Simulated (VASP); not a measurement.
# TePb (Fm-3m) in VASP: further runs, part 3 of 3

VASP 6.6.1. The steps go on from the part before.

## Step 6: Relaxation of cell and atoms, PBEsol, target pressure 0.85 GPa, at which the enthalpy is minimised

INCAR

```
SYSTEM = TePb
ALGO = Normal
EDIFF = 1E-6
EDIFFG = -0.01
ENCUT = 600
GGA = PS
IBRION = 2
ISIF = 3
ISMEAR = 0
LASPH = .True.
LCHARG = .False.
LREAL = .False.
LWAVE = .False.
NELM = 80
NSW = 90
PREC = Accurate
PSTRESS = 8.5
SIGMA = 0.03
```

KPOINTS

```
k-points
0
Gamma
  8 8 8
  0 0 0
```

POSCAR

```
TePb
1.0
    0.0000000000      3.2310000000      3.2310000000
    3.2310000000      0.0000000000      3.2310000000
    3.2310000000      3.2310000000      0.0000000000
Te Pb
1 1
Direct
    0.5000000000      0.5000000000      0.5000000000
    0.0000000000      0.0000000000      0.0000000000
```

Potentials or basis: VASP PAW PBE potentials, release 64 (Te, Pb_d).

Launch:

```
$ cat potpaw_PBE.64/Te/POTCAR potpaw_PBE.64/Pb_d/POTCAR > POTCAR
$ mpirun -np 1 vasp_std > vasp.out
```

OUTCAR:

```text
SYSTEM = TePb
   EDIFF = 1E-6
   EDIFFG = -0.01
   ENCUT = 600
   GGA = PS
   IBRION = 2
   ISIF = 3
   ISMEAR = 0
   LASPH = .True.
   LREAL = .False.
   NELM = 80
   NSW = 90
   PREC = Accurate
   PSTRESS = 8.5

 ion  position               nearest neighbor table
   1  0.500  0.500  0.500-   2 3.23   2 3.23   2 3.23   2 3.23   2 3.23   2 3.23
   2  0.000  0.000  0.000-   1 3.23   1 3.23   1 3.23   1 3.23   1 3.23   1 3.23

  LATTYP: Found a face centered cubic cell.
 ALAT       =     6.4620000000

  Lattice vectors:

 A1 = (   0.0000000000,   3.2310000000,   3.2310000000)
 A2 = (   3.2310000000,   0.0000000000,   3.2310000000)
 A3 = (   3.2310000000,   3.2310000000,   0.0000000000)

Analysis of symmetry for initial positions (statically):
=====================================================================
 Subroutine PRICEL returns:
 Original cell was already a primitive cell.

 Routine SETGRP: Setting up the symmetry group for a
 face centered cubic supercell.

 Subroutine GETGRP returns: Found 48 space group operations
 (whereof 48 operations were pure point group operations)
 out of a pool of 48 trial point group operations.

The static configuration has the point symmetry O_h .

Analysis of symmetry for dynamics (positions and initial velocities):
=====================================================================
 Subroutine PRICEL returns:
 Original cell was already a primitive cell.

[... 235 lines left out ...]

 Free energy of the ion-electron system (eV)
  ---------------------------------------------------
  ext. energy  EPLUGINS =         0.00000000
  ---------------------------------------------------
  free energy    TOTEN  =        -8.25609761 eV

  energy without entropy =       -8.25609761  energy(sigma->0) =       -8.25609761

 E-fermi :   6.0122     XC(G=0):  -9.5897

 val. band max:        5.8145922365   @ k =   0.5000   0.0000   0.0000
 cond. band min:       6.4244528288   @ k =   0.5000   0.0000   0.0000
 fundamental gap:      0.6098605922
 Fermi energy:         6.0122294726

 k-point     1 :       0.0000    0.0000    0.0000
  band No.  band energies     occupation
      1     -10.8674      2.00000
      2     -10.8674      2.00000
      3     -10.8543      2.00000
      4     -10.8543      2.00000
      5     -10.8543      2.00000
      6      -6.4509      2.00000
      7       0.2622      2.00000
      8       4.3720      2.00000
      9       4.3720      2.00000
     10       4.3720      2.00000
     11       9.8941      0.00000
     12       9.8941      0.00000
     13       9.8941      0.00000
     14      11.5047      0.00000
[... 377 lines left out ...]
      1     -10.9018      2.00000
      2     -10.8766      2.00000
      3     -10.8476      2.00000
      4     -10.8410      2.00000
      5     -10.8316      2.00000
      6      -4.7278      2.00000
      7      -2.6621      2.00000
      8       2.8724      2.00000
      9       3.0956      2.00000
     10       5.3137      2.00000
     11       7.0544      0.00000
     12       9.3750      0.00000
     13       9.8717      0.00000
     14      12.5390      0.00000

 [... further k-points ...]

------------------------ aborting loop because EDIFF is reached ----------------------------------------

  FORCE on cell =-STRESS in cart. coord.  units (eV):
  Direction    XX          YY          ZZ          XY          YZ          ZX
  --------------------------------------------------------------------------------------
  -------------------------------------------------------------------------------------
  Total        0.3453940      0.3453940      0.3453940      0.0000000     -0.0000000      0.0000000
  in kB        8.4244383      8.4244383      8.4244383      0.0000000     -0.0000000      0.0000000
  external PRESSURE =      -0.0755617 kB  Pullay stress =       8.5000000 kB
[... 21 lines left out ...]
  energy  without entropy=       -8.2560976089  energy(sigma->0) =       -8.25609761

  enthalpy is  TOTEN    =        -7.9076056662 eV   P V=        0.3484919428

 reached required accuracy - stopping structural energy minimisation
```

CONTCAR:

```text
TePb
   1.00000000000000
     0.0000000000000000    3.2024680148503957    3.2024680148503957
     3.2024680148503957    0.0000000000000000    3.2024680148503957
     3.2024680148503957    3.2024680148503957   -0.0000000000000000
  Te              Pb
     1     1
Direct
     0.5000000000000000    0.5000000000000000    0.5000000000000000
     0.0000000000000000    0.0000000000000000    0.0000000000000000

  0.00000000E+00  0.00000000E+00  0.00000000E+00
  0.00000000E+00  0.00000000E+00  0.00000000E+00
```

It took 55 s on 1 thread of Intel Xeon Platinum 8375C at 2.90GHz (Ice Lake), shared host; peak memory 0.26 GiB.

Results:

| Property | Result |
| --- | --- |
| Free energy | -8.2561 eV |
| Relaxed volume | 32.84 Å³/atom |
| Relaxed cell | a = 4.529 Å, b = 4.529 Å, c = 4.529 Å, α = 60.00°, β = 60.00°, γ = 60.00° |
| Space group after relaxing (to 0.05 Å) | Fm-3m (No. 225) |
| Energy change on relaxing (the enthalpy is what falls) | +1.2 meV/atom |
| Ionic steps | 3 |
| Pressure after relaxing | 0.8 GPa |
| Band gap on the k mesh | 0.61 eV, direct |

Step by step:
| step | energy change (eV) | largest force (eV/Å) | pressure (GPa) | volume (Å³) |
| --- | --- | --- | --- | --- |
| 1 | 0.0000 | 0.0000 | -0.39 | 67.46 |
| 2 | 0.0077 | 0.0000 | 1.43 | 64.94 |
| 3 | 0.0024 | 0.0000 | 0.84 | 65.69 |

Final structure:
```xyz
2
Lattice="0.0000 3.2025 3.2025 3.2025 0.0000 3.2025 3.2025 3.2025 0.0000" Properties=species:S:1:pos:R:3 pbc="T T T"
Te    3.2025    3.2025    3.2025
Pb    0.0000    0.0000    0.0000
```

Levels at points of the mesh, in eV from the valence-band top:
| k point | band 7 | band 8 | band 9 | band 10 | band 11 | band 12 | band 13 | band 14 |
| --- | --- | --- | --- | --- | --- | --- | --- | --- |
| (0.00, 0.00, 0.00) | -5.55 | -1.44 | -1.44 | -1.44 | 4.08 | 4.08 | 4.08 | 5.69 |
| (0.50, 0.00, 0.00) | -8.76 | -0.96 | -0.96 | 0.00 | 0.61 | 1.17 | 1.17 | 8.31 |
| (0.50, 0.50, 0.00) | -7.36 | -4.74 | -2.97 | -2.97 | 3.09 | 5.55 | 5.55 | 6.83 |

Caveat: the cell is relaxed towards a set pressure, so the enthalpy falls and the energy may rise; the PAW data sets were made with another functional, which shifts forces and pressure a little; spin-orbit coupling is left out, which as a rule narrows the gap of such compounds by several tenths of an eV. A k mesh can miss the band edges.

## Step 7: Overview

```tsv
level	cell	target pressure	gap on the mesh (eV)	pressure (GPa)
r2SCAN	relaxed to 5.02 GPa	5.02 GPa	0.87	5.0
PBEsol	relaxed	-	0.65	0.0
PBEsol	relaxed to 0.85 GPa	0.85 GPa	0.61	0.8
```

Alike in all rows: task relaxation of cell and atoms; potentials or basis VASP PAW PBE potentials, release 64 (Te, Pb_d); no spin polarisation; k mesh 8 × 8 × 8; cutoff (eV) 600; smearing gaussian 0.03 eV.

Caveats: the PAW data sets were made with another functional, which shifts forces and pressure a little; spin-orbit coupling is left out, which as a rule narrows the gap of such compounds by several tenths of an eV; the cell is relaxed towards a set pressure, so the enthalpy falls and the energy may rise (some runs); the relaxation stopped at its first step, so nothing moved (some runs).

Total energies depend on the potentials used, so only differences within one code and one set of settings carry meaning.
